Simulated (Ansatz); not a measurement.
**SrO at several levels of theory**

One geometry, relaxed with PBE, and single points on it; plane waves with PAW potentials in Ansatz, scalar-relativistic unless the row names spin-orbit coupling. No spin polarisation. Meshes are on the primitive cell of 4 atoms. Gaps are the least over mesh and band path; pressure is positive in compression. Smearing is Gaussian, 0.02 eV.

```
Sr O
1.0
     3.57679    0.00000    0.00000
    -1.78840    3.09759    0.00000
     0.00000    0.00000    6.24297
Sr O
2 2
Direct
  0.33333 0.66667 0.25000
  0.66667 0.33333 0.75000
  0.00000 0.00000 0.00000
  0.00000 0.00000 0.50000
```

| level | cutoff (eV) | k mesh | gap (eV) | pressure (GPa) | rough cost with bands (core-min) |
| --- | --- | --- | --- | --- | --- |
| PBE | 420 | 9×9×4 | 2.97 | 0.0 | 0.5 |

Problem. What do r2SCAN, PBE with spin-orbit coupling, PBEsol give on the same cell?

Solution.
| level | cutoff (eV) | k mesh | gap (eV) | pressure (GPa) | rough cost with bands (core-min) |
| --- | --- | --- | --- | --- | --- |
| r2SCAN | 500 | 9×9×4 | 3.52 | -1.9 | 0.8 |
| PBE with spin-orbit coupling | 420 | 9×9×4 | 2.97 | 0.0 | 1 |
| PBEsol | 420 | 9×9×4 | 2.83 | -3.7 | 0.5 |

This form isn't the usual stable structure of the compound.